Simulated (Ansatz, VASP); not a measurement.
# TiO2 (Anatase) in VASP and in Ansatz

The input INCAR:

```
PREC = Accurate ; ENCUT = 600
EDIFF = 1E-6 ; ISMEAR = -1
SIGMA = 0.05 ; LREAL = F
LASPH = T ; NELM = 100
ALGO = Normal ; ISIF = 3
LWAVE = F ; LCHARG = F
GGA = B5 ; ALDAX = 1.0
AGGAX = 1.0 ; AGGAC = 1.0
ALDAC = 0.0 ; IVDW = 13
VDW_S6 = 1.0 ; VDW_S8 = 2.34076671
VDW_A1 = 0.44488865 ; VDW_A2 = 4.0933009
IBRION = 2 ; NSW = 40
EDIFFG = -0.01
```

Contents of KPOINTS:

```
regular mesh
0
Gamma
  10 10 10
```

The input POSCAR:

```
TiO2
1.0
   -1.8921000000      1.8921000000      4.7573000000
    1.8921000000     -1.8921000000      4.7573000000
    1.8921000000      1.8921000000     -4.7573000000
Ti O
2 4
Direct
    0.7500000000      0.2500000000      0.5000000000
    0.0000000000      0.0000000000      0.0000000000
    0.7919000000      0.7919000000      0.0000000000
    0.5419000000      0.0419000000      0.5000000000
    0.9581000000      0.4581000000      0.5000000000
    0.2081000000      0.2081000000      0.0000000000
```

The input input.yaml:

```yaml
crystal:
  lattice:
    - [-1.8921, 1.8921, 4.7573]
    - [1.8921, -1.8921, 4.7573]
    - [1.8921, 1.8921, -4.7573]
  atoms:
    - { symbol: Ti, position: [0.75, 0.25, 0.5] }
    - { symbol: Ti, position: [0.0, 0.0, 0.0] }
    - { symbol: O, position: [0.7919, 0.7919, 0.0] }
    - { symbol: O, position: [0.5419, 0.0419, 0.5] }
    - { symbol: O, position: [0.9581, 0.4581, 0.5] }
    - { symbol: O, position: [0.2081, 0.2081, 0.0] }
hamiltonian:
  xc: blyp
  pseudopotentials: { kind: paw }
  dispersion: d4
kpoints:
  mp_grid: { grid: [10, 10, 10] }
scf:
  occupations: { method: fermi_dirac, width: 0.05 }
output:
  forces: true
  stress: true
relax:
  f_tol: 0.01
  max_steps: 40
  cell: { stress_tol: 0.05 }
```

Alike in both runs: task relaxation of cell and atoms; functional BLYP; dispersion D4; k mesh 10 × 10 × 10; occupations fermi-dirac, width 0.05 eV; no spin polarisation.

|  | VASP | Ansatz |
| --- | --- | --- |
| version | VASP 6.6.1 | Ansatz 0.2.0 |
| potentials or method | VASP PAW PBE potentials, release 64 (Ti_sv, O) | Ansatz PAW |
| plane-wave cutoff (eV) | 600 | 420 |
| valence electrons in the cell | 48 | 48 |

```csv
,VASP,Ansatz,Ansatz less VASP
relaxed volume (Å³/atom),11.58,11.54,-0.048
relaxed cell length with the largest relative difference (Å),5.521,5.515,-0.0063
energy change over the relaxation (meV/atom),-3,-2,+1.1
```

Caveats: the PAW data sets were made with another functional, which shifts forces and pressure a little (VASP); the plane-wave basis is chosen anew once the cell has moved, so the energies of steps on either side of that aren't comparable (Ansatz); the pressure holds a Pulay correction of +0.8 GPa for the finite cutoff (Ansatz); the PAW data sets come from PBE, with cores solved anew for the run's functional, which leaves a small shift of forces and pressure (Ansatz). A k mesh can miss the band edges. Zero-point motion and thermal expansion aren't in these numbers.
